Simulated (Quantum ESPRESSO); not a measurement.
Runs of Quantum ESPRESSO 7.5 on HfC. The structure is cubic, space group Fm-3m (No. 225). The conventional cell has a = 4.650 Å, b = 4.650 Å, c = 4.650 Å, α = 90.00°, β = 90.00°, γ = 90.00°. Hf (site symmetry m-3m) has 6 C at 2.33 Å as nearest neighbours. Around C (site symmetry m-3m) lie 6 Hf at 2.33 Å. 

| task | level | potentials or basis | U | k mesh | cutoff (eV) | hubbard projectors | mixing beta | SCF threshold | form of the LDA correlation | symmetry | gap on the mesh (eV) | pressure (GPa) |
| --- | --- | --- | --- | --- | --- | --- | --- | --- | --- | --- | --- | --- |
| single point | PBE+U | SSSP 1.3 efficiency PBE | Hf d U = 6 eV | 10 × 10 × 10 | 816 | ortho-atomic | 0.3 | 4e-10 Ry | - | - | none | (b) |
| single point | PBE+U | SSSP 1.3 efficiency PBE | Hf d U = 3 eV | 10 × 10 × 10 | 816 | ortho-atomic | 0.3 | 4e-10 Ry | - | - | none | 5.3 |
| band structure | LDA | SG15 PBE 1.2 | - | 10 × 10 × 10 | 1197 | - | 0.5 | 4e-10 Ry | PZ81 | - | none | -14.8 |
| band structure | r2SCAN | SG15 PBE 1.2 | - | 8 × 8 × 8 | 1197 | - | 0.5 | 1e-08 Ry | - | off | none | (a) |
| band structure | PBE | PseudoDojo 0.4.1 SR PBE standard | - | 10 × 10 × 10 | 1116 | - | 0.5 | 4e-10 Ry | - | - | none | 0.4 |
| band structure | PBEsol | SG15 PBE 1.2 | - | 10 × 10 × 10 | 1197 | - | 0.5 | 4e-10 Ry | - | - | none | -6.2 |
| single point | PBE+U | SSSP 1.3 efficiency PBE | Hf d U = 4 eV | 10 × 10 × 10 | 816 | ortho-atomic | 0.3 | 4e-10 Ry | - | - | none | (c) |
| band structure | WC | SG15 PBE 1.2 | - | 10 × 10 × 10 | 1197 | - | 0.5 | 4e-10 Ry | - | - | none | -5.5 |

Alike in all rows: no spin polarisation; cell as given; smearing fermi-dirac 0.05 eV.

Problem. Estimate the missing entries.

Solution. (a) -10.2; (b) 11.2; (c) 7.1.

Caveats: spin-orbit coupling is left out, which moves the levels of the heavy elements (some runs); the potentials were made for another functional, which shifts forces and pressure (some runs); U without spin polarisation on a metal has little footing (some runs); the U is typed as a test and isn't derived for this compound (some runs).

A k mesh can miss the band edges, and the runs leave out spin-orbit coupling on Hf.

A gap of «none» marks a metal or a gap under the smearing width.

The runs don't all hold the same shells in valence.
